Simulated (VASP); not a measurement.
EuO, 2 atoms in the cell. Symmetry: Fm-3m, No. 225, cubic system. The conventional cell has a = 5.057 Å, b = 5.057 Å, c = 5.057 Å, α = 90.00°, β = 90.00°, γ = 90.00°. Eu (site symmetry m-3m) is surrounded by 6 O at 2.53 Å. O (site symmetry m-3m) is surrounded by 6 Eu at 2.53 Å. 

```yaml
Program: VASP 6.6.1
Task: band structure
Functional: PBE
Potentials_or_basis: VASP PAW PBE potentials, release 64 (Eu, O)
Cutoff: 520 eV
k_mesh: 12 × 12 × 12
Occupations: methfessel-paxton, width 0.1 eV
Spin: collinear spin, ferromagnetic start
Starting_moments: "[7.0, 0.0] μB"
Further_INCAR_settings: ALGO = Normal; EDIFF = 1e-06; AMIX = 0.2; BMIX = 0.0001
```

Potentials or basis: VASP PAW PBE potentials, release 64 (Eu, O).

Launch:

```sh
$ cat potpaw_PBE.64/Eu/POTCAR potpaw_PBE.64/O/POTCAR > POTCAR
$ mpirun -np 1 vasp_std > vasp.out
```

Hardware: 1 thread of Intel(R) Xeon(R) 6975P-C (Granite Rapids), with other jobs on the host.

Q: How long does it take, and how much memory?

A: Run time: 3.2 min on 1 thread of Intel(R) Xeon(R) 6975P-C (Granite Rapids) (shared host), peak memory 0.29 GiB. Counts: scf iterations 51, k points 72.
